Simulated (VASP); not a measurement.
# Zr6C5 in VASP: notebook, part 2 of 2

VASP 6.6.1. The steps go on from the part before.

**4. Single point, PBE**

This run uses another cell than the first one, of 22.24 Å³/atom, 0.810 times its volume.

Input file INCAR:

```
PREC     = Accurate       # precision mode
ENCUT    = 460            # plane-wave cutoff, eV
EDIFF    = 1E-7           # SCF threshold, eV
ISMEAR   = 1              # smearing method
SIGMA    = 0.1            # smearing width, eV
LREAL    = False          # projectors in reciprocal space
LASPH    = True           # aspherical terms in the spheres
NELM     = 120            # most SCF steps
ALGO     = Normal         # electronic algorithm
ISIF     = 2              # what is computed and relaxed
LWAVE    = False          # write WAVECAR
LCHARG   = False          # write CHGCAR
LDIPOL   = True         
IDIPOL   = 3            
DIPOL    = 0.5 0.5 0.500
GGA      = PE             # functional
NBANDS   = 65             # bands
LVHAR    = True         
LVACPOTAV= True
```

Input file KPOINTS:

```
regular mesh
0
Gamma
  4 4 1
```

Input file POSCAR:

```
Zr6C5
1.0
    3.3236988564      0.0000000000      0.0000000000
   -1.6618494282      2.8784076442      0.0000000000
    0.0000000000      0.0000000000     25.5689437615
Zr C
6 5
Direct
    0.3333333333      0.6666666667      0.2346596737
    0.0000000000      0.0000000000      0.3407958042
    0.6666666667      0.3333333333      0.4469319347
    0.3333333333      0.6666666667      0.5530680653
    0.0000000000      0.0000000000      0.6592041958
    0.6666666667      0.3333333333      0.7653403263
    0.6666666667      0.3333333333      0.2877277390
    0.3333333333      0.6666666667      0.3938638695
    0.0000000000      0.0000000000      0.5000000000
    0.6666666667      0.3333333333      0.6061361305
    0.3333333333      0.6666666667      0.7122722610
```

Potentials or basis: VASP PAW PBE potentials, release 64 (Zr_sv, C).

Started as:

```bash
$ cat potpaw_PBE.64/Zr_sv/POTCAR potpaw_PBE.64/C/POTCAR > POTCAR
$ mpirun -np 1 vasp_std > vasp.out
```

OUTCAR:

```text
PREC = Accurate
   ENCUT = 460
   EDIFF = 1E-7
   ISMEAR = 1
   LREAL = False
   LASPH = True
   NELM = 120
   ISIF = 2
   GGA = PE

 Found      4 irreducible k-points:

 Following reciprocal coordinates:
            Coordinates               Weight
  0.000000  0.000000  0.000000      1.000000
  0.250000 -0.000000  0.000000      6.000000
  0.500000 -0.000000  0.000000      3.000000
  0.250000  0.250000  0.000000      6.000000
   k-points           NKPTS =      4   k-points in BZ     NKDIM =      4   number of bands    NBANDS=     65
   number of dos      NEDOS =    301   number of ions     NIONS =     11
[... 333 lines left out ...]
 -----------------------------------------------------------------------------
  energy-cutoff  :      460.00
  volume of cell :      244.62
      direct lattice vectors                 reciprocal lattice vectors
     3.323698856  0.000000000  0.000000000     0.300869616  0.173707154  0.000000000
    -1.661849428  2.878407644  0.000000000     0.000000000  0.347414308  0.000000000
     0.000000000  0.000000000 25.568943762     0.000000000  0.000000000  0.039109946

 POSITION                                       TOTAL-FORCE (eV/Angst)
 -----------------------------------------------------------------------------------
     -0.00000      1.91894      6.00000        -0.000000     -0.000000      1.970302
      0.00000      0.00000      8.71379         0.000000      0.000000      0.624031
      1.66185      0.95947     11.42758        -0.000000      0.000000      0.067852
     -0.00000      1.91894     14.14137         0.000000     -0.000000     -0.067852
      0.00000      0.00000     16.85516         0.000000     -0.000000     -0.624031
      1.66185      0.95947     19.56894         0.000000      0.000000     -1.970302
      1.66185      0.95947      7.35689         0.000000      0.000000     -2.188186
     -0.00000      1.91894     10.07068        -0.000000      0.000000     -0.271514
      0.00000      0.00000     12.78447         0.000000      0.000000      0.000000
      1.66185      0.95947     15.49826         0.000000      0.000000      0.271514
     -0.00000      1.91894     18.21205         0.000000     -0.000000      2.188186
 -----------------------------------------------------------------------------------
    total drift:                                0.000000     -0.000000      0.000000

  FREE ENERGIE OF THE ION-ELECTRON SYSTEM (eV)
  ---------------------------------------------------
  free  energy   TOTEN  =      -103.7650528183 eV

  energy  without entropy=     -103.7599724283  energy(sigma->0) =     -103.76335935

 vacuum level on the upper side and lower side of the slab         9.078         9.078
```

OSZICAR:

```text
N       E                     dE             d eps       ncg     rms          rms(c)
DAV:   1     0.817764975451E+03    0.81776E+03   -0.44917E+04   568   0.123E+03
DAV:   2    -0.429865691753E+02   -0.86075E+03   -0.82284E+03   596   0.386E+02
DAV:   3    -0.119813832812E+03   -0.76827E+02   -0.75770E+02   800   0.890E+01
[... 19 lines left out ...]
DAV:  23    -0.103765046888E+03   -0.22146E-04   -0.63518E-06   536   0.572E-03    0.382E-03
DAV:  24    -0.103765051922E+03   -0.50340E-05   -0.51037E-06   592   0.651E-03    0.284E-03
DAV:  25    -0.103765052497E+03   -0.57503E-06   -0.97568E-07   568   0.346E-03    0.611E-04
DAV:  26    -0.103765052724E+03   -0.22760E-06   -0.14293E-07   464   0.119E-03    0.291E-04
DAV:  27    -0.103765052818E+03   -0.93904E-07   -0.61300E-08   448   0.659E-04
   1 F= -.10376505E+03 E0= -.10376336E+03  d E =-.508039E-02
```

stdout:

```text
POSCAR found type information on POSCAR ZrC
 POSCAR found :  2 types and      11 ions
 scaLAPACK will be used
 LDA part: xc-table for (Slater+PW92), standard interpolation
 POSCAR, INCAR and KPOINTS ok, starting setup
 FFT: planning ... GRIDC
 FFT: planning ... GRID_SOFT
 FFT: planning ... GRID
 WAVECAR not read
 entering main loop
 -----------------------------------------------------------------------------
|                                                                             |
|           W    W    AA    RRRRR   N    N  II  N    N   GGGG   !!!           |
|           W    W   A  A   R    R  NN   N  II  NN   N  G    G  !!!           |
|           W    W  A    A  R    R  N N  N  II  N N  N  G       !!!           |
|           W WW W  AAAAAA  RRRRR   N  N N  II  N  N N  G  GGG   !            |
|           WW  WW  A    A  R   R   N   NN  II  N   NN  G    G                |
|           W    W  A    A  R    R  N    N  II  N    N   GGGG   !!!           |
|                                                                             |
|     Did not find any points to average over, which means that no vacuum     |
|     field-free region was found. Please increase the size of  your cell     |
|     in the dimension of the dipole correction to obtain accurate            |
|     workfunction values.                                                    |
|                                                                             |
 -----------------------------------------------------------------------------
```

It took 88 s on 1 thread of Intel Xeon Platinum 8488C (Sapphire Rapids), shared host; peak memory 0.3 GiB.

The run converged, but some of its settings lie outside the range that counts as converged, so its numbers aren't taken as properties of the slab.

Results:

| Item | Value |
| --- | --- |
| Free energy | -103.7651 eV |
| Largest force | 2.188 eV/Å |
| Band gap on the k mesh | none (metal or under the smearing width) |
| Work function of the upper face | 4.65 eV |
| Work function of the lower face | 4.65 eV |

Caveat: the k mesh is coarse (spacing up to 0.55 Å⁻¹), so the values aren't converged; the cutoff is under 1.25 times the usual one of these potentials, so pressure, stress and relaxed cells hold a basis-set (Pulay) error.
